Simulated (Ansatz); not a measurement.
# Si63N (N on a Si site, 64 atoms): the cost of one run

Program: Ansatz 0.2.0. Level of theory: DFT PBE, scalar-relativistic, plane waves, PAW, and further levels as typed in the inputs. These are calculated values, not measurements.

**1. The starting structure**

The structure is trigonal, space group R3m (No. 160). Conventional cell: a = 15.361 Å, b = 15.361 Å, c = 18.814 Å, α = 90.00°, β = 90.00°, γ = 120.00°. N (site symmetry 3m) is surrounded by 3 Si at 2.22 Å. Si (site symmetry m) has 4 Si at 2.35 Å in its first shell of neighbours. Si (site symmetry 3m) is surrounded by 3 Si at 2.35 Å. Si (site symmetry 1) has 4 Si at 2.35 Å in its first shell of neighbours. Only part of the 20 independent sites is listed.

Coordinates:

```
N Si
1.0
    10.86200    0.00000    0.00000
     0.00000   10.86200    0.00000
     0.00000    0.00000   10.86200
N Si
1 63
Direct
  0.96500 0.96500 0.96500
  0.00000 0.25000 0.25000
  0.25000 0.00000 0.25000
  0.25000 0.25000 0.00000
  0.12500 0.12500 0.12500
  0.12500 0.37500 0.37500
  0.37500 0.12500 0.37500
  0.37500 0.37500 0.12500
  0.00000 0.00000 0.50000
  0.00000 0.25000 0.75000
  0.25000 0.00000 0.75000
  0.25000 0.25000 0.50000
  0.12500 0.12500 0.62500
  0.12500 0.37500 0.87500
  0.37500 0.12500 0.87500
  0.37500 0.37500 0.62500
  0.00000 0.50000 0.00000
  0.00000 0.75000 0.25000
  0.25000 0.50000 0.25000
  0.25000 0.75000 0.00000
  0.12500 0.62500 0.12500
  0.12500 0.87500 0.37500
  0.37500 0.62500 0.37500
  0.37500 0.87500 0.12500
  0.00000 0.50000 0.50000
  0.00000 0.75000 0.75000
  0.25000 0.50000 0.75000
  0.25000 0.75000 0.50000
  0.12500 0.62500 0.62500
  0.12500 0.87500 0.87500
  0.37500 0.62500 0.87500
  0.37500 0.87500 0.62500
  0.50000 0.00000 0.00000
  0.50000 0.25000 0.25000
  0.75000 0.00000 0.25000
  0.75000 0.25000 0.00000
  0.62500 0.12500 0.12500
  0.62500 0.37500 0.37500
  0.87500 0.12500 0.37500
  0.87500 0.37500 0.12500
  0.50000 0.00000 0.50000
  0.50000 0.25000 0.75000
  0.75000 0.00000 0.75000
  0.75000 0.25000 0.50000
  0.62500 0.12500 0.62500
  0.62500 0.37500 0.87500
  0.87500 0.12500 0.87500
  0.87500 0.37500 0.62500
  0.50000 0.50000 0.00000
  0.50000 0.75000 0.25000
  0.75000 0.50000 0.25000
  0.75000 0.75000 0.00000
  0.62500 0.62500 0.12500
  0.62500 0.87500 0.37500
  0.87500 0.62500 0.37500
  0.87500 0.87500 0.12500
  0.50000 0.50000 0.50000
  0.50000 0.75000 0.75000
  0.75000 0.50000 0.75000
  0.75000 0.75000 0.50000
  0.62500 0.62500 0.62500
  0.62500 0.87500 0.87500
  0.87500 0.62500 0.87500
  0.87500 0.87500 0.62500
```

**2. Relaxing the atoms: Si63N defect cell, total moment held at 1 μB**

The input, input.yaml:

```yaml
crystal:
  lattice:
    - [10.862, 0.0, 0.0]
    - [0.0, 10.862, 0.0]
    - [0.0, 0.0, 10.862]
  atoms:
    - { symbol: "N", position: [0.965, 0.965, 0.965] }
    - { symbol: Si, position: [0.0, 0.25, 0.25] }
    - { symbol: Si, position: [0.25, 0.0, 0.25] }
    - { symbol: Si, position: [0.25, 0.25, 0.0] }
    - { symbol: Si, position: [0.125, 0.125, 0.125] }
    - { symbol: Si, position: [0.125, 0.375, 0.375] }
    - { symbol: Si, position: [0.375, 0.125, 0.375] }
    - { symbol: Si, position: [0.375, 0.375, 0.125] }
    - { symbol: Si, position: [0.0, 0.0, 0.5] }
    - { symbol: Si, position: [0.0, 0.25, 0.75] }
    - { symbol: Si, position: [0.25, 0.0, 0.75] }
    - { symbol: Si, position: [0.25, 0.25, 0.5] }
    - { symbol: Si, position: [0.125, 0.125, 0.625] }
    - { symbol: Si, position: [0.125, 0.375, 0.875] }
    - { symbol: Si, position: [0.375, 0.125, 0.875] }
    - { symbol: Si, position: [0.375, 0.375, 0.625] }
    - { symbol: Si, position: [0.0, 0.5, 0.0] }
    - { symbol: Si, position: [0.0, 0.75, 0.25] }
    - { symbol: Si, position: [0.25, 0.5, 0.25] }
    - { symbol: Si, position: [0.25, 0.75, 0.0] }
    - { symbol: Si, position: [0.125, 0.625, 0.125] }
    - { symbol: Si, position: [0.125, 0.875, 0.375] }
    - { symbol: Si, position: [0.375, 0.625, 0.375] }
    - { symbol: Si, position: [0.375, 0.875, 0.125] }
    - { symbol: Si, position: [0.0, 0.5, 0.5] }
    - { symbol: Si, position: [0.0, 0.75, 0.75] }
    - { symbol: Si, position: [0.25, 0.5, 0.75] }
    - { symbol: Si, position: [0.25, 0.75, 0.5] }
    - { symbol: Si, position: [0.125, 0.625, 0.625] }
    - { symbol: Si, position: [0.125, 0.875, 0.875] }
    - { symbol: Si, position: [0.375, 0.625, 0.875] }
    - { symbol: Si, position: [0.375, 0.875, 0.625] }
    - { symbol: Si, position: [0.5, 0.0, 0.0] }
    - { symbol: Si, position: [0.5, 0.25, 0.25] }
    - { symbol: Si, position: [0.75, 0.0, 0.25] }
    - { symbol: Si, position: [0.75, 0.25, 0.0] }
    - { symbol: Si, position: [0.625, 0.125, 0.125] }
    - { symbol: Si, position: [0.625, 0.375, 0.375] }
    - { symbol: Si, position: [0.875, 0.125, 0.375] }
    - { symbol: Si, position: [0.875, 0.375, 0.125] }
    - { symbol: Si, position: [0.5, 0.0, 0.5] }
    - { symbol: Si, position: [0.5, 0.25, 0.75] }
    - { symbol: Si, position: [0.75, 0.0, 0.75] }
    - { symbol: Si, position: [0.75, 0.25, 0.5] }
    - { symbol: Si, position: [0.625, 0.125, 0.625] }
    - { symbol: Si, position: [0.625, 0.375, 0.875] }
    - { symbol: Si, position: [0.875, 0.125, 0.875] }
    - { symbol: Si, position: [0.875, 0.375, 0.625] }
    - { symbol: Si, position: [0.5, 0.5, 0.0] }
    - { symbol: Si, position: [0.5, 0.75, 0.25] }
    - { symbol: Si, position: [0.75, 0.5, 0.25] }
    - { symbol: Si, position: [0.75, 0.75, 0.0] }
    - { symbol: Si, position: [0.625, 0.625, 0.125] }
    - { symbol: Si, position: [0.625, 0.875, 0.375] }
    - { symbol: Si, position: [0.875, 0.625, 0.375] }
    - { symbol: Si, position: [0.875, 0.875, 0.125] }
    - { symbol: Si, position: [0.5, 0.5, 0.5] }
    - { symbol: Si, position: [0.5, 0.75, 0.75] }
    - { symbol: Si, position: [0.75, 0.5, 0.75] }
    - { symbol: Si, position: [0.75, 0.75, 0.5] }
    - { symbol: Si, position: [0.625, 0.625, 0.625] }
    - { symbol: Si, position: [0.625, 0.875, 0.875] }
    - { symbol: Si, position: [0.875, 0.625, 0.875] }
    - { symbol: Si, position: [0.875, 0.875, 0.625] }
scf:
  occupations: { method: gaussian, width: 0.02 }
output:
  forces: true
  stress: false
  eigenvalues: true
kpoints:
  mp_grid: { grid: [2, 2, 2] }
relax:
  f_tol: 0.02
  max_steps: 60
magnetization:
  spin_polarized: true
  initial_magnetization: 1
  spin_locking: { lock_magnetization: hard }
```

Launch:

```
$ ansatz run input.yaml --threads 8 --pin off --max-ram 32768MiB --backend cpu --events-out ev --progress --plain --runs-dir out
```

**Question.** How long does this run take on 8 threads of Arm Neoverse V2, shared host, and how much memory does it need?

About 4.6 min, with a peak of 8.4 GiB.
